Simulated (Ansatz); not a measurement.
Write the native input for Ansatz 0.2.0 that does the following.

* Task: relaxation of cell and atoms
* Functional: PBE
* Dispersion: D3(BJ)
* Potentials or basis: Ansatz PAW
* Cutoff: 420 eV (not typed: the program's choice for these potentials)
* k mesh: 11 × 11 × 11
* Occupations: fermi-dirac, width 0.05 eV
* Spin: no spin polarisation

Crystal: Ge.

```
Ge
1.0
    -2.57449    2.57449    1.39741
     2.57449   -2.57449    1.39741
     2.57449    2.57449   -1.39741
Ge
2
Cartesian
  0.0000 0.0000 1.3974
  2.5745 0.0000 0.6987
```

This isn't the form of Ge at room conditions, which is diamond.

These files were run (other wordings do the same):

input.yaml

```yaml
crystal:
  lattice:
    - [-2.574489719, 2.574489719, 1.3974126432]
    - [2.574489719, -2.574489719, 1.3974126432]
    - [2.574489719, 2.574489719, -1.3974126432]
  atoms:
    - { symbol: Ge, position: [0.5, 0.5, 0.0] }
    - { symbol: Ge, position: [0.25, 0.75, 0.5] }
hamiltonian:
  xc: pbe
  pseudopotentials: { kind: paw }
  dispersion: d3bj
kpoints:
  mp_grid: { grid: [11, 11, 11] }
scf:
  occupations: { method: fermi_dirac, width: 0.05 }
output:
  forces: true
  stress: true
relax:
  f_tol: 0.01
  max_steps: 40
  cell: { stress_tol: 0.05 }
```

Potentials or basis: Ansatz PAW.

The run is started by

```sh
$ ansatz run input.yaml --threads 2 --pin off --max-ram 5632MiB --backend cpu --events-out ev --progress --plain --runs-dir out
```

It gave:

```
Relaxed volume                         : 18.54 Å³/atom
Relaxed cell                           : a = 3.904 Å, b = 3.904 Å, c = 3.904 Å, α = 97.34°, β = 97.34°, γ = 138.13°
Space group after relaxing (to 0.05 Å) : I4_1/amd (No. 141)
Energy gained by relaxing              : 0.0 meV/atom
Ionic steps                            : 4
Pressure after relaxing                : 0.0 GPa
```

Caveat: the plane-wave basis is chosen anew once the cell has moved, so the energies of steps on either side of that aren't comparable.

Run time: 18 s on 2 threads of Intel(R) Xeon(R) Processor @ 2.50GHz (Skylake/Cascade Lake), on a shared host, peak memory 0.4 GiB.
